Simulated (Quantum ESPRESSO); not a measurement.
## BeTe: Wannier functions under several settings

```
Te Be
1.0
     0.00000    2.77000    2.77000
     2.77000    0.00000    2.77000
     2.77000    2.77000    0.00000
Te Be
1 1
Direct
  0.75000 0.75000 0.75000
  0.00000 0.00000 0.00000
```

All runs used Quantum ESPRESSO 7.5; potentials PseudoDojo 0.4.1 SR PBE standard; k mesh 5 × 5 × 5; given cell; no spin polarisation; cutoff 1197 eV; occupations fermi-dirac, width 0.05 eV.

```tsv
level	start	Wannier mesh	functions	spread a function (Å²)	RMS miss of the bands (meV)
PBE	atomic projections with disentanglement	5 × 5 × 5	8	1.37	74
PBE	atomic projections with disentanglement, not minimised	5 × 5 × 5	8	2.33	29
PBE	SCDM with an erfc weight	5 × 5 × 5	?	?	?
PBE	SCDM on the occupied bands	5 × 5 × 5	10	0.85	28
```

Question: What stands in the row left open?

Answer: Functions 8; spread a function 2.41 Å²; RMS miss of the bands 62 meV.

Caveats: the Wannier minimisation didn't converge (some runs).

